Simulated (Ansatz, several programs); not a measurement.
AgGaS2 as one 8-atom ordering (I-42d) on the zincblende lattice, relaxed with PBE in Ansatz (plane waves, PAW): the symmetry is I-42d (No. 122, tetragonal); conventional cell a = 5.769 Å, c = 10.637 Å, 22.12 Å³ an atom. Around Ag lie 4 S at 2.56 Å; around S lie 2 Ga at 2.32 Å and 2 Ag at 2.56 Å; around Ga lie 4 S at 2.32 Å. The cell was then scaled with its shape and fractional coordinates held, which makes it stiffer than a relaxed compression. Spin-unpolarised throughout. Whether this structure exists isn't addressed.

```csv
V (Å³/atom),E (meV/atom)
20.797,18.00
21.461,4.31
22.125,0.00
23.452,13.84
```

(1) Pass a cubic E = c₀ + c₁u + c₂u² + c₃u³, with u = V − 21.959 Å³, through these points.

(2) Where is the minimum, and what bulk modulus follows?

(3) Predict the energy and the pressure at the withheld volume, 22.788 Å³.

Results:

(1) c₀ = 0.28, c₁ = -3.204, c₂ = 9.434, c₃ = -0.8056 (meV and Å³).

(2) dE/du = 0 at u = +0.174, so V₀ = 22.13 Å³. B = V₀ d²E/dV² = 22.13 × (2c₂ + 6c₃u) = 22.13 × 18.028 = 399 meV/Å³, and 1 meV/Å³ is 0.16022 GPa: 64 GPa. A third-order Birch-Murnaghan fit to all five points gives 22.14 Å³ and 63 GPa.

(3) With u = +0.829: E ≈ 3.65 meV and P = −dE/dV ≈ -1.73 GPa. The run gives 3.60 meV and, from its stress, -1.72 GPa.
